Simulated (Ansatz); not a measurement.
Au under changes of volume

One of the cells (16.855 Å³/atom); the others are scaled copies at fixed shape and fractional positions:

```
CELL_PARAMETERS angstrom
0.00000 2.03500 2.03500
2.03500 0.00000 2.03500
2.03500 2.03500 0.00000
ATOMIC_POSITIONS crystal
Au 0.00000 0.00000 0.00000
```

| Quantity | Value |
| --- | --- |
| Program | Ansatz 0.2.0 |
| Functional | r2SCAN50 |
| Potentials or basis | Ansatz PAW |
| Cutoff | 500 eV (not typed: the program's choice for these potentials) |
| k mesh | 6 × 6 × 6 |
| Occupations | fermi-dirac, width 0.05 eV |
| Spin | no spin polarisation |

| volume (Å³/atom) | energy over the lowest point (meV/atom) | pressure (GPa) |
| --- | --- | --- |
| 15.843 | 90.57 | 19.7 |
| 16.181 | 54.70 | 14.6 |
| 16.518 | 28.82 | 10.1 |
| 16.855 | ? | ? |
| 17.192 | 2.48 | 2.7 |
| 17.529 | 0.00 | -0.3 |
| 17.866 | 3.34 | -2.9 |

Problem. What does the run at 16.855 Å³/atom give?

Solution. Energy over the lowest point 11.74 meV/atom; pressure 6.2 GPa.

Worked out: A Birch-Murnaghan fit of order 3 (a polynomial in V^(-2/3)) to the other rows has its minimum at 17.50 Å³/atom with B0 = V·E''(V) = 148 GPa and B' = 5.8. It gives 11.82 meV/atom at 16.855 Å³/atom, against the run's 11.74, and -dE/dV = 6.2 GPa, against 6.2.

Energies are extrapolated to zero smearing.

Caveats: all runs use coarse meshes; the PAW data sets come from PBE, with cores solved anew for the run's functional, which leaves a small shift of forces and pressure; the thresholds are loose for stress.
